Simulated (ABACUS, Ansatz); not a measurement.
This is a calculation of Na2S for ABACUS 3.10.1. 

The input INPUT:

```
INPUT_PARAMETERS
suffix              Na2S
calculation         scf
basis_type          pw
pseudo_dir          ./
symmetry            1
dft_functional      pbe
ecutwfc             89
pseudo_rcut         10
nspin               1
nbands              16
ks_solver           dav
smearing_method     fd
smearing_sigma      0.00367493
scf_thr             1e-08
scf_nmax            100
mixing_type         broyden
mixing_beta         0.7
cal_force           1
cal_stress          1
kpar                4
```

STRU

```
ATOMIC_SPECIES
S 32.0600 S.upf
Na 22.9898 Na.upf

LATTICE_CONSTANT
1.8897261246

LATTICE_VECTORS
0.0000000000 3.2735000000 3.2735000000
3.2735000000 0.0000000000 3.2735000000
3.2735000000 3.2735000000 0.0000000000

ATOMIC_POSITIONS
Direct

S
0.0
1
0.0000000000 0.0000000000 0.0000000000 1 1 1

Na
0.0
2
0.7500000000 0.7500000000 0.7500000000 1 1 1
0.2500000000 0.2500000000 0.2500000000 1 1 1
```

The input KPT:

```
K_POINTS
0
Gamma
7 7 7 0 0 0
```

Potentials or basis: PseudoDojo NC SR 0.4.1 PBE standard, plane waves.

Launch:

```console
$ OMP_NUM_THREADS=1 mpirun -np 4 abacus > log
```

Q: What does the same run look like in Ansatz 0.2.0? Potentials or basis there: Ansatz PAW, cutoff 420 eV.

A: As run (cutoffs and basis follow the program's own potentials, and thresholds, step limits or extra output files can differ):

The input input.yaml:

```yaml
crystal:
  lattice:
    - [0.0, 3.2735, 3.2735]
    - [3.2735, 0.0, 3.2735]
    - [3.2735, 3.2735, 0.0]
  atoms:
    - { symbol: S, position: [0.0, 0.0, 0.0] }
    - { symbol: Na, position: [0.75, 0.75, 0.75] }
    - { symbol: Na, position: [0.25, 0.25, 0.25] }
hamiltonian:
  xc: pbe
  pseudopotentials: { kind: paw }
kpoints:
  mp_grid: { grid: [7, 7, 7] }
scf:
  occupations: { method: fermi_dirac, width: 0.05 }
output:
  forces: true
  stress: true
  eigenvalues: true
```

Potentials or basis: Ansatz PAW.

Run with:

```console
$ ansatz run input.yaml --threads 2 --pin off --max-ram 5120MiB --backend cpu --events-out ev --progress --plain --runs-dir out
```

Both were run:

|  | ABACUS | Ansatz |
| --- | --- | --- |
| Pressure | 0.3 GPa | 0.3 GPa |

Ansatz's pressure holds a Pulay term of +0.00 GPa for its cutoff of 420 eV, which the other run lacks.

Where Ansatz's input types no cutoff or centring, it takes its own default and a Γ-centred mesh.

Pressure is positive in compression.
